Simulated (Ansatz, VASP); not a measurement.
# One calculation of H, two programs

Contents of INCAR:

```
ALGO = Normal
EDIFF = 1E-6
ENCUT = 520
GGA = PS
ISIF = 2
ISMEAR = 0
LASPH = True
LCHARG = False
LREAL = False
LWAVE = False
NBANDS = 10
NELM = 80
PREC = Accurate
SIGMA = 0.05
```

File KPOINTS:

```
k-points
0
Gamma
  9 9 6
```

Contents of POSCAR:

```
H
1.0
    3.7200468798      0.0000000000      0.0000000000
   -1.8600234399      3.2216551012      0.0000000000
    0.0000000000      0.0000000000      5.3777338359
H
4
Direct
    0.3333333333      0.6666666667      0.1764958800
    0.6666666667      0.3333333333      0.6764958800
    0.6666666667      0.3333333333      0.8235041200
    0.3333333333      0.6666666667      0.3235041200
```

Input for Ansatz:

```yaml
crystal:
  lattice:
    - [3.7200468798, 0.0, 0.0]
    - [-1.8600234399, 3.2216551012, 0.0]
    - [0.0, 0.0, 5.3777338359]
  atoms:
    - { symbol: H, position: [0.3333333333, 0.6666666667, 0.17649588] }
    - { symbol: H, position: [0.6666666667, 0.3333333333, 0.67649588] }
    - { symbol: H, position: [0.6666666667, 0.3333333333, 0.82350412] }
    - { symbol: H, position: [0.3333333333, 0.6666666667, 0.32350412] }
basis:
  ecutwfc: 420
kpoints:
  mp_grid: { grid: [9, 9, 6] }
hamiltonian:
  xc: pbesol
scf:
  occupations: { method: gaussian, width: 0.05 }
output:
  forces: true
  stress: true
  eigenvalues: true
```

Alike in both runs: task single point; functional PBEsol; k mesh 9 × 9 × 6; occupations gaussian, width 0.05 eV; no spin polarisation.

```csv
,VASP,Ansatz
version,VASP 6.6.1,Ansatz 0.2.0
potentials or method,"VASP PAW PBE potentials, release 64 (H)","scalar-relativistic, plane waves, PAW"
plane-wave cutoff (eV),520,420
valence electrons in the cell,4,4
```

```tsv
	VASP	Ansatz	Ansatz less VASP
gap on the k mesh at the Fermi level (eV)	8.47	8.47	+0.001
least direct gap on the mesh (eV)	8.49	8.49	+0.001
pressure (GPa)	-1.4	-1.3	+0.11
largest component of the traceless stress (GPa)	2.52	2.53	+0.009
rms of the force components (eV/Å)	0.542	0.547	+0.0048
```

Atom by atom the forces differ by 0.005 eV/Å (rms over components).

Caveats: the PAW data sets were made with another functional, which shifts forces and pressure a little (VASP); an odd mesh through Γ misses points on the zone boundary, where band edges often lie. Expect the measured gap to be larger: semilocal functionals such as PBEsol lack the derivative discontinuity.
